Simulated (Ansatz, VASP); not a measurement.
**Cu3Au: VASP beside Ansatz**

```
Cu Au
1.0
     3.74000    0.00000    0.00000
     0.00000    3.74000    0.00000
     0.00000    0.00000    3.74000
Cu Au
3 1
Direct
  0.00000 0.50000 0.50000
  0.50000 0.00000 0.50000
  0.50000 0.50000 0.00000
  0.00000 0.00000 0.00000
```

Alike in both runs: task single point; functional PBE; k mesh 10 × 10 × 10; occupations fermi-dirac, width 0.08 eV; no spin polarisation.

```csv
,VASP,Ansatz
version,VASP 6.6.1,Ansatz 0.2.0
potentials or method,"VASP PAW PBE potentials, release 64 (Cu, Au), cutoff 520 eV","all-electron LAPW, scalar-relativistic"
```

VASP gave:

| Property | Result |
| --- | --- |
| pressure (GPa) | 5.2 |

Q: What did Ansatz give for the same quantities?

A: Pressure (GPa): 4.9.

Ansatz ran all-electron here, so the differences hold the error of VASP's frozen core and of both bases.

The runs have no spin-orbit coupling, so splittings on Au are missing.
